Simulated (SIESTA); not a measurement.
Crystal: CdO (Monteponite).

```xyz
2
Lattice="0.0000 2.3495 2.3495 2.3495 0.0000 2.3495 2.3495 2.3495 0.0000" Properties=species:S:1:pos:R:3 pbc="T T T"
Cd    0.0000    0.0000    0.0000
O     2.3495    2.3495    2.3495
```

Base run:

```yaml
Program: SIESTA 5.4.2
Functional: PBE
Potentials_or_basis: PseudoDojo 0.4 standard (PBE files)
Basis: DZP (energy shift 0.002 Ry)
Grid_cutoff: 800 Ry
Energy_shift: 0.002 Ry
k_mesh: 10 × 10 × 10
Occupations: fermi-dirac, width 0.05 eV
Spin: no spin polarisation
```

Its results: band gap on the k mesh none (metal or under the smearing width); pressure 7.0 GPa.

Question: After a change of settings the same cell gave: band gap on the k mesh none (metal or under the smearing width); pressure 7.9 GPa. Which change was it?
A. functional from PBE to B86bPBE
B. functional from PBE to SVWN5; potentials or basis from PseudoDojo 0.4 standard (PBE files) to PseudoDojo 0.4 standard (LDA files)
C. functional from PBE to vdW-DF-C09

Answer: A.

Caveats: semicore shells carry a single zeta, which can move pressures by several GPa and volumes by a few percent; the basis of atomic orbitals isn't converged, which shifts pressures, moduli and gaps; the potentials were made for another functional, which shifts forces and pressure (some runs).
